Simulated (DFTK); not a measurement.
**GaP: single point with PBEsol**

**What was measured.**

“Stacking defects in GaP nanowires: Electronic structure and optical properties”, 2018, arxiv:1810.01194 quotes, for a bulk crystal of GaP at 10 K: band gap 2.34 eV (indirect).

Crystal: GaP.

```
CELL_PARAMETERS angstrom
0.00000 2.72525 2.72525
2.72525 0.00000 2.72525
2.72525 2.72525 0.00000
ATOMIC_POSITIONS crystal
Ga 0.00000 0.00000 0.00000
P 0.75000 0.75000 0.75000
```

| Property | Result |
| --- | --- |
| Program | DFTK 0.8.2 |
| Task | single point |
| Functional | PBEsol |
| Potentials or basis | dojo.nc.sr.pbesol.v0_4_1.standard.upf (PBEsol) |
| Cutoff | 1088 eV |
| k mesh | 8 × 8 × 8 |
| Occupations | fermi-dirac, width 0.05 eV |
| Spin | no spin polarisation |
| Valence electrons | Ga 13, P 5 |
| SCF tolerance on the density | 1e-06 |

```
Pressure               : -0.5 GPa
Band gap on the k mesh : 1.52 eV, indirect (least direct gap 1.74 eV)
```

Levels at points of the mesh, in eV from the valence-band top:
```tsv
k point	band 5	band 6	band 7	band 8	band 9	band 10	band 11	band 12	band 13	band 14
(0.00, 0.00, 0.00)	-14.48	-12.52	0.00	0.00	0.00	1.74	3.83	3.83	3.83	8.58
(-0.50, 0.00, 0.00)	-14.47	-10.44	-6.69	-1.13	-1.13	1.58	4.64	4.64	8.09	10.73
(-0.50, -0.50, 0.00)	-14.46	-9.53	-6.80	-2.71	-2.71	1.52	1.72	10.52	10.52	11.06
```

Wall time 2.1 min on 1 thread of Intel(R) Xeon(R) 6975P-C (Granite Rapids) (shared host), peak memory 1.8 GiB.

Against the measured gap of GaP, 2.34 eV (indirect; 10 K; quoted in “Stacking defects in GaP nanowires: Electronic structure and optical properties”, 2018, arxiv:1810.01194), the calculated 1.52 eV is off by -0.82 eV. Spin-orbit coupling on Ga is left out. The value is that of PBEsol on a finite k mesh, which can miss the band edges, without temperature or zero-point motion. Semilocal functionals fall short of measured gaps as a rule.
